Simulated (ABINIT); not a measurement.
# Al2Pt (Fm-3m) in ABINIT: a series of runs

One crystal, Al2Pt, is run at these levels: PBE; tasks: relaxation of cell and atoms, single point.

All numbers are computed with ABINIT 10.8.3 (patched build); they aren't measurements. Logs are shortened: lines on timing, memory, paths and dates and some standing lists are left out, and cuts for length are marked. The log counts tension as positive stress, the text compression.

**1. The crystal as given**

The structure is cubic, space group Fm-3m (No. 225). Conventional cell: a = 5.910 Å, b = 5.910 Å, c = 5.910 Å, α = 90.00°, β = 90.00°, γ = 90.00°. Around Pt (site symmetry m-3m) lie 8 Al at 2.56 Å. Al (site symmetry -43m) is surrounded by 4 Pt at 2.56 Å.

**2. Relaxation of cell and atoms, PBE**

The input, run.abi:

```
# Pseudopotentials
pp_dirpath "./"
pseudos "Pt.GGA_PBE-JTH.xml, Al.GGA_PBE-JTH.xml"

# Structure
acell 4.1790010768 4.1790010768 4.1790010768 Angstrom
rprim
     0.0000000000     0.7071067812     0.7071067812
     0.7071067812     0.0000000000     0.7071067812
     0.7071067812     0.7071067812     0.0000000000
ntypat 2
znucl 78 13
natom 3
typat 1 2 2
chkprim 0
chksymtnons 0
tolsym 1.0e-6
xred
            0.0            0.0            0.0
            3/4            3/4            3/4
            1/4            1/4            1/4

# Plane-wave basis
ecut 435.382180 eV
pawecutdg 32.0
pawxcdev 0
ecutsm 0.5

# k points
kptopt 1
ngkpt 6 6 6
nshiftk 1
shiftk 0.0 0.0 0.0

# Exchange and correlation
ixc 11

# Bands and occupations
nband 12
occopt 3
tsmear 0.05 eV

# SCF cycle
nstep 80
tolvrs 1.0e-10

# Output
iomode 3
prteig 0
prtebands 0
prtwf 0
prtden 0

# Relaxation
ionmov 2
optcell 2
ntime 50
tolmxf 2.0e-5
dilatmx 1.08
```

Potentials or basis: JTH PAW PBE v2.0.

Started as:

```bash
abinit run.abi > log 2>&1
```

run.abo:

```text
.Version 10.8.3 of ABINIT
 Symmetries : space group Fm -3 m (#225); Bravais cF (face-center cubic)
================================================================================
 Values of the parameters that define the memory need of the present run
     intxc =       0    ionmov =       2      iscf =      17    lmnmax =      18
     lnmax =       6     mgfft =      32  mpssoang =       3    mqgrid =    3001
     natom =       3  nloc_mem =       2    nspden =       1   nspinor =       1
    nsppol =       1      nsym =      48    n1xccc =       1    ntypat =       2
    occopt =       3   xclevel =       2
       mpw =        1356          nfft =       32768          nkpt =          16
 PAW method is used; the additional fine FFT grid is defined by:
   mgfftf=        45    nfftf =     91125
================================================================================
================================================================================

--------------------------------------------------------------------------------
------------- Echo of variables that govern the present computation ------------
--------------------------------------------------------------------------------
 -outvars: echo values of preprocessed input variables --------
            acell      7.8971675150E+00  7.8971675150E+00  7.8971675150E+00 Bohr
              amu      1.95080000E+02  2.69815390E+01
          chkprim           0
      chksymtnons           0
          dilatmx      1.08000000E+00
             ecut      1.60000000E+01 Hartree
           ecutsm      5.00000000E-01 Hartree
           ionmov           2
              ixc          11
         kptrlatt        6    0    0      0    6    0      0    0    6
          kptrlen      4.73830051E+01
            natom           3
            nband          12
            ngfft          32      32      32
          ngfftdg          45      45      45
             nkpt          16
            nstep          80
             nsym          48
            ntime          50
           ntypat           2
           occopt           3
          optcell           2
        pawecutdg      3.20000000E+01 Hartree
         pawxcdev           0
           prtden           0
        prtebands           0
           prteig           0
            prtwf           0
            rprim      0.0000000000E+00  7.0710678120E-01  7.0710678120E-01
                       7.0710678120E-01  0.0000000000E+00  7.0710678120E-01
                       7.0710678120E-01  7.0710678120E-01  0.0000000000E+00
          spgroup         225
           tolmxf      2.00000000E-05
           tolsym      1.00000000E-06
           tolvrs      1.00000000E-10
           tsmear      1.83746611E-03 Hartree
            typat      1  2  2
           useylm           1
           xangst      0.0000000000E+00  0.0000000000E+00  0.0000000000E+00
                       4.4325000001E+00  4.4325000001E+00  4.4325000001E+00
                       1.4775000000E+00  1.4775000000E+00  1.4775000000E+00
            xcart      0.0000000000E+00  0.0000000000E+00  0.0000000000E+00
                       8.3762110532E+00  8.3762110532E+00  8.3762110532E+00
                       2.7920703511E+00  2.7920703511E+00  2.7920703511E+00
             xred      0.0000000000E+00  0.0000000000E+00  0.0000000000E+00
                       7.5000000000E-01  7.5000000000E-01  7.5000000000E-01
                       2.5000000000E-01  2.5000000000E-01  2.5000000000E-01
            znucl       78.00000   13.00000

================================================================================

 chkinp: Checking input parameters for consistency.

================================================================================
== DATASET  1 ==================================================================

--- !DatasetInfo
iteration_state: {dtset: 1, }
dimensions: {natom: 3, nkpt: 16, mband: 12, nsppol: 1, nspinor: 1, nspden: 1, mpw: 1356, }
cutoff_energies: {ecut:  16.0, pawecutdg:  32.0, }
electrons: {nelect:   1.60000000E+01, charge:   0.00000000E+00, occopt:   3.00000000E+00, tsmear:   1.83746611E-03, }
meta: {optdriver: 0, ionmov: 2, optcell: 2, iscf: 17, paral_kgb: 0, }
...

 Exchange-correlation functional for the present dataset will be:
  GGA: Perdew-Burke-Ernzerhof functional - ixc=11
  J.P.Perdew, K.Burke, M.Ernzerhof, PRL 77, 3865 (1996)

 Real(R)+Recip(G) space primitive vectors, cartesian coordinates (Bohr,Bohr^-1):
 R(1)=  0.0000000  5.5841407  5.5841407  G(1)= -0.0895393  0.0895393  0.0895393
 R(2)=  5.5841407  0.0000000  5.5841407  G(2)=  0.0895393 -0.0895393  0.0895393
 R(3)=  5.5841407  5.5841407  0.0000000  G(3)=  0.0895393  0.0895393 -0.0895393
 Unit cell volume ucvol=  3.4825636E+02 bohr^3
 Angles (23,13,12)=  6.00000000E+01  6.00000000E+01  6.00000000E+01 degrees

 Coarse grid specifications (used for wave-functions):

 getcut: wavevector=  0.0000  0.0000  0.0000  ngfft=  32  32  32
         ecut(hartree)=     18.662   => boxcut(ratio)=   2.08367

 Fine grid specifications (used for densities):

 getcut: wavevector=  0.0000  0.0000  0.0000  ngfft=  45  45  45
         ecut(hartree)=     37.325   => boxcut(ratio)=   2.02590

--- Pseudopotential description ------------------------------------------------
- pspini: atom type   1  psp file is ./Pt.GGA_PBE-JTH.xml
 Pseudopotential format is: paw10
 basis_size (lnmax)=  6 (lmn_size= 18), orbitals=   0   0   1   1   2   2
 Spheres core radius: rc_sph= 2.51621648
 Shapefunction is SIN type: shapef(r)=[sin(pi*r/rshp)/(pi*r/rshp)]**2
 Radius for shape functions =  2.25451594
 Compensation charge density is not taken into account in XC energy/potential

- pspini: atom type   2  psp file is ./Al.GGA_PBE-JTH.xml
 Pseudopotential format is: paw10
 basis_size (lnmax)=  4 (lmn_size=  8), orbitals=   0   0   1   1
 Spheres core radius: rc_sph= 1.90363307
 Shapefunction is SIN type: shapef(r)=[sin(pi*r/rshp)/(pi*r/rshp)]**2
 Radius for shape functions =  1.60786206
 Compensation charge density is not taken into account in XC energy/potential

   3.93415017E+02                                ecore*ucvol(ha*bohr**3)
--------------------------------------------------------------------------------

================================================================================

=== [ionmov= 2] Broyden-Fletcher-Goldfarb-Shanno method (forces)
================================================================================

--- Iteration: ( 1/50) Internal Cycle: (1/1)
--------------------------------------------------------------------------------

---SELF-CONSISTENT-FIELD CONVERGENCE--------------------------------------------

--- !BeginCycle
iteration_state: {dtset: 1, itime: 1, icycle: 1, }
solver: {iscf: 17, nstep: 80, nline: 4, wfoptalg: 10, }
tolerances: {tolvrs: 1.00E-10, }
...
[... 419 lines left out ...]
  0.00000000000000E+00  5.61678218409812E+00  5.61678218409812E+00
  5.61678218409812E+00  0.00000000000000E+00  5.61678218409812E+00
  5.61678218409812E+00  5.61678218409812E+00  0.00000000000000E+00
 Unitary Cell Volume (ucvol) [Bohr^3]=  3.54399208374252E+02
 Angles (23,13,12)= [degrees]
  6.00000000000000E+01  6.00000000000000E+01  6.00000000000000E+01
 Lengths [Bohr]
  7.94332954164713E+00  7.94332954164713E+00  7.94332954164713E+00
 Stress tensor in cartesian coordinates (strten) [Ha/bohr^3]
 -8.38250268113058E-09  0.00000000000000E+00  0.00000000000000E+00
  0.00000000000000E+00 -8.38250268069690E-09  0.00000000000000E+00
  0.00000000000000E+00  0.00000000000000E+00 -8.38250268199794E-09
 Total energy (etotal) [Ha]= -3.13305210653547E+01

 Difference of energy with previous step (new-old):
           Absolute (Ha)=-4.70895E-08
           Relative     =-1.50299E-09

 At Broyd/MD step   4, gradients are converged :
  max grad (force/stress) = 8.3825E-07 < tolmxf= 2.0000E-05 ha/bohr (free atoms)

================================================================================

 ----iterations are completed or convergence reached----

 Mean square residual over all n,k,spin=   94.573E-10; max=  52.790E-08
 reduced coordinates (array xred) for    3 atoms
       0.000000000000     -0.000000000000      0.000000000000
       0.750000000000      0.750000000000      0.750000000000
       0.250000000000      0.250000000000      0.250000000000
 rms dE/dt=  0.0000E+00; max dE/dt=  0.0000E+00; dE/dt below (all hartree)
    1       0.000000000000      0.000000000000      0.000000000000
    2       0.000000000000      0.000000000000      0.000000000000
    3       0.000000000000      0.000000000000      0.000000000000

 cartesian coordinates (angstrom) at end:
    1     -0.00000000000000     0.00000000000000    -0.00000000000000
    2      4.45840969262141     4.45840969262141     4.45840969262141
    3      1.48613656420714     1.48613656420714     1.48613656420714

 cartesian forces (hartree/bohr) at end:
    1     -0.00000000000000    -0.00000000000000    -0.00000000000000
    2     -0.00000000000000    -0.00000000000000    -0.00000000000000
    3     -0.00000000000000    -0.00000000000000    -0.00000000000000
 frms,max,avg= 0.0000000E+00 0.0000000E+00   0.000E+00  0.000E+00  0.000E+00 h/b

 cartesian forces (eV/Angstrom) at end:
    1     -0.00000000000000    -0.00000000000000    -0.00000000000000
    2     -0.00000000000000    -0.00000000000000    -0.00000000000000
    3     -0.00000000000000    -0.00000000000000    -0.00000000000000
 frms,max,avg= 0.0000000E+00 0.0000000E+00   0.000E+00  0.000E+00  0.000E+00 e/A
 length scales=  7.943329541647  7.943329541647  7.943329541647 bohr
              =  4.203428969281  4.203428969281  4.203428969281 angstroms
 Fermi (or HOMO) energy (hartree) =   0.28193   Average Vxc (hartree)=  -0.37175
 Eigenvalues (hartree) for nkpt=  16  k points:
 kpt#   1, nband= 12, wtk=  0.00463, kpt=  0.0000  0.0000  0.0000 (reduced coord)
  -0.09079    0.09811    0.09811    0.09811    0.14705    0.14705    0.38617    0.42095
   0.42095    0.42095    0.47540    0.47540
      occupation numbers for kpt#   1
   2.00000    2.00000    2.00000    2.00000    2.00000    2.00000    0.00000    0.00000
   0.00000    0.00000    0.00000    0.00000
 prteigrs : prtvol=0 or 1, do not print more k-points.

--- !EnergyTerms
iteration_state     : {dtset: 1, itime: 4, icycle: 1, }
comment             : Components of total free energy in Hartree
kinetic             :  9.00109282371293E+00
hartree             :  6.41450855033398E+00
xc                  : -4.98698892430894E+00
Ewald energy        : -2.92365455676611E+01
psp_core            :  1.11008999907789E+00
local_psp           : -1.80829240262994E+01
PAW spherical_terms :  4.45047202134629E+00
internal            : -3.13302951237984E+01
'-kT*entropy'       : -2.18296184087560E-04
total_energy        : -3.13305134199824E+01
total_energy_eV     : -8.52546701956033E+02
...

--- !EnergyTermsDC
iteration_state     : {dtset: 1, itime: 4, icycle: 1, }
comment             : '"Double-counting" decomposition of free energy'
band_energy         :  2.01728476539440E+00
Ewald energy        : -2.92365455676611E+01
psp_core            :  1.11008999907789E+00
xc_dc               : -5.89715969692880E+00
PAW spherical_terms :  6.76027730946984E-01
internal            : -3.13303027691706E+01
'-kT*entropy'       : -2.18296184087560E-04
total_energy_dc     : -3.13305210653547E+01
total_energy_dc_eV  : -8.52546909997210E+02
...

--- !EnergyTermsWithPAWCore
iteration_state     : {dtset: 1, itime: 4, icycle: 1, }
comment             : 'Components of total free energy, including PAW core contributions'
Total energy        : -1.88994825776014E+04
Total energy DC     : -1.88994825852468E+04
Total energy (eV)   : -5.14281120268301E+05
Total energy DC (eV): -5.14281120476342E+05
...

 Cartesian components of stress tensor (hartree/bohr^3)
  sigma(1 1)= -8.38250268E-09  sigma(3 2)=  0.00000000E+00
  sigma(2 2)= -8.38250268E-09  sigma(3 1)=  0.00000000E+00
  sigma(3 3)= -8.38250268E-09  sigma(2 1)=  0.00000000E+00

-Cartesian components of stress tensor (GPa)         [Pressure=  2.4662E-04 GPa]
- sigma(1 1)= -2.46621743E-04  sigma(3 2)=  0.00000000E+00
- sigma(2 2)= -2.46621743E-04  sigma(3 1)=  0.00000000E+00
- sigma(3 3)= -2.46621743E-04  sigma(2 1)=  0.00000000E+00

== END DATASET(S) ==============================================================
================================================================================

 -outvars: echo values of variables after computation  --------
            acell      7.9433295416E+00  7.9433295416E+00  7.9433295416E+00 Bohr
           etotal     -3.1330521065E+01
            fcart     -0.0000000000E+00 -0.0000000000E+00 -0.0000000000E+00
                      -0.0000000000E+00 -0.0000000000E+00 -0.0000000000E+00
                      -0.0000000000E+00 -0.0000000000E+00 -0.0000000000E+00
            rprim      0.0000000000E+00  7.0710678119E-01  7.0710678119E-01
                       7.0710678119E-01  0.0000000000E+00  7.0710678119E-01
                       7.0710678119E-01  7.0710678119E-01  0.0000000000E+00
           strten     -8.3825026811E-09 -8.3825026807E-09 -8.3825026820E-09
                       0.0000000000E+00  0.0000000000E+00  0.0000000000E+00
           xangst     -9.6742583620E-32  9.6742583620E-32 -3.9343657865E-32
                       4.4584096926E+00  4.4584096926E+00  4.4584096926E+00
                       1.4861365642E+00  1.4861365642E+00  1.4861365642E+00
             xred      2.5929903262E-32 -3.9166795083E-32  6.6184459109E-33
                       7.5000000000E-01  7.5000000000E-01  7.5000000000E-01
                       2.5000000000E-01  2.5000000000E-01  2.5000000000E-01
 Calculation completed.
```

It took 52 s on 1 thread of Intel Xeon Platinum 8488C (Sapphire Rapids), shared host; peak memory 0.12 GiB.

What came out:

```
Free energy                            : -852.5469 eV
Relaxed volume                         : 17.51 Å³/atom
Relaxed cell                           : a = 4.203 Å, b = 4.203 Å, c = 4.203 Å, α = 60.00°, β = 60.00°, γ = 60.00°
Space group after relaxing (to 0.05 Å) : Fm-3m (No. 225)
Energy gained by relaxing              : 2.2 meV/atom
Ionic steps                            : 4
Pressure after relaxing                : 0.0 GPa
Band gap on the k mesh                 : none (metal or under the smearing width)
```

The path:
| step | energy change (eV) | largest force (eV/Å) | pressure (GPa) | volume (Å³) |
| --- | --- | --- | --- | --- |
| 1 | 0.0000 | 0.0000 | 2.39 | 51.61 |
| 2 | -0.0044 | 0.0000 | 1.37 | 51.98 |
| 3 | -0.0067 | 0.0000 | 0.03 | 52.50 |
| 4 | -0.0067 | 0.0000 | 0.00 | 52.52 |

Final structure:
```yaml
crystal:
  lattice:
    - [0.00000, 2.97227, 2.97227]
    - [2.97227, 0.00000, 2.97227]
    - [2.97227, 2.97227, 0.00000]
  atoms:
    - { symbol: Pt, position: [0.00000, 0.00000, 0.00000] }
    - { symbol: Al, position: [0.75000, 0.75000, 0.75000] }
    - { symbol: Al, position: [0.25000, 0.25000, 0.25000] }
```

**3. Single point, PBE (cell relaxed)**

The input, run.abi:

```
# Pseudopotentials
pp_dirpath "./"
pseudos "Pt.GGA_PBE-JTH.xml, Al.GGA_PBE-JTH.xml"

# Structure
acell 7.9433295405 7.9433295405 7.9433295405
rprim
     0.0000000000     0.7071067812     0.7071067812
     0.7071067812     0.0000000000     0.7071067812
     0.7071067812     0.7071067812     0.0000000000
ntypat 2
znucl 78 13
natom 3
typat 1 2 2
xcart
     0.0000000000     0.0000000000     0.0000000000
     4.4584096950     4.4584096950     4.4584096950
     1.4861365650     1.4861365650     1.4861365650 Angstrom
chkprim 0
chksymtnons 0
tolsym 1.0e-6

# Plane-wave basis
ecut 16.0
pawecutdg 32.0
pawxcdev 0

# k points
kptopt 1
ngkpt 6 6 6
nshiftk 1
shiftk 0.0 0.0 0.0

# Exchange and correlation
ixc 11

# Bands and occupations
nband 12
occopt 3
tsmear 0.05 eV

# SCF cycle
nstep 100
tolvrs 1.0e-9

# Output
iomode 3
prtwf 0
prteig 0
prtebands 0
enunit 2
prtden 1
prtvha 1
prtvclmb 1
prtpot 1
```

Potentials or basis: JTH PAW PBE v2.0.

Started as:

```bash
abinit run.abi > log 2>&1
```

run.abo:

```text
.Version 10.8.3 of ABINIT
 Symmetries : space group Fm -3 m (#225); Bravais cF (face-center cubic)
================================================================================
 Values of the parameters that define the memory need of the present run
     intxc =       0    ionmov =       0      iscf =      17    lmnmax =      18
     lnmax =       6     mgfft =      30  mpssoang =       3    mqgrid =    3001
     natom =       3  nloc_mem =       2    nspden =       1   nspinor =       1
    nsppol =       1      nsym =      48    n1xccc =       1    ntypat =       2
    occopt =       3   xclevel =       2
       mpw =        1093          nfft =       27000          nkpt =          16
 PAW method is used; the additional fine FFT grid is defined by:
   mgfftf=        45    nfftf =     91125
================================================================================
================================================================================

--------------------------------------------------------------------------------
------------- Echo of variables that govern the present computation ------------
--------------------------------------------------------------------------------
 -outvars: echo values of preprocessed input variables --------
            acell      7.9433295405E+00  7.9433295405E+00  7.9433295405E+00 Bohr
              amu      1.95080000E+02  2.69815390E+01
          chkprim           0
      chksymtnons           0
             ecut      1.60000000E+01 Hartree
           enunit           2
[... 245 lines left out ...]
total_energy_dc_eV  : -8.52547452847726E+02
...

--- !EnergyTermsWithPAWCore
iteration_state     : {dtset: 1, }
comment             : 'Components of total free energy, including PAW core contributions'
Total energy        : -1.88994826321753E+04
Total energy DC     : -1.88994826051962E+04
Total energy (eV)   : -5.14281121753331E+05
Total energy DC (eV): -5.14281121019192E+05
...

 Cartesian components of stress tensor (hartree/bohr^3)
  sigma(1 1)=  2.94849361E-06  sigma(3 2)=  0.00000000E+00
  sigma(2 2)=  2.94849361E-06  sigma(3 1)=  0.00000000E+00
  sigma(3 3)=  2.94849361E-06  sigma(2 1)=  0.00000000E+00

-Cartesian components of stress tensor (GPa)         [Pressure= -8.6748E-02 GPa]
- sigma(1 1)=  8.67476771E-02  sigma(3 2)=  0.00000000E+00
- sigma(2 2)=  8.67476771E-02  sigma(3 1)=  0.00000000E+00
- sigma(3 3)=  8.67476771E-02  sigma(2 1)=  0.00000000E+00

== END DATASET(S) ==============================================================
================================================================================

 -outvars: echo values of variables after computation  --------
            acell      7.9433295405E+00  7.9433295405E+00  7.9433295405E+00 Bohr
           etotal     -3.1330541015E+01
            fcart     -1.2484188823E-31 -3.1210472057E-32  1.2484188823E-31
                      -1.2484188823E-31 -3.1210472057E-32  1.2484188823E-31
                       2.4968377645E-31  6.2420944113E-32 -2.4968377645E-31
            rprim      0.0000000000E+00  7.0710678120E-01  7.0710678120E-01
                       7.0710678120E-01  0.0000000000E+00  7.0710678120E-01
                       7.0710678120E-01  7.0710678120E-01  0.0000000000E+00
           strten      2.9484936132E-06  2.9484936132E-06  2.9484936132E-06
                       0.0000000000E+00  0.0000000000E+00  0.0000000000E+00
           xangst      0.0000000000E+00  0.0000000000E+00  0.0000000000E+00
                       4.4584096921E+00  4.4584096921E+00  4.4584096921E+00
                       1.4861365640E+00  1.4861365640E+00  1.4861365640E+00
             xred      0.0000000000E+00  0.0000000000E+00  0.0000000000E+00
                       7.5000000000E-01  7.5000000000E-01  7.5000000000E-01
                       2.5000000000E-01  2.5000000000E-01  2.5000000000E-01
 Calculation completed.
```

It took 16 s on 1 thread of Intel Xeon Platinum 8488C (Sapphire Rapids), shared host; peak memory 0.12 GiB.

Results:

```yaml
Free_energy: -852.5475 eV
Pressure: -0.1 GPa
Band_gap_on_the_k_mesh: none (metal or under the smearing width)
Valence_electrons_inside_the_program's_atomic_spheres: Pt 8.87; Al 0.74
```

Spin-orbit coupling is left out, which matters for the levels of Pt.
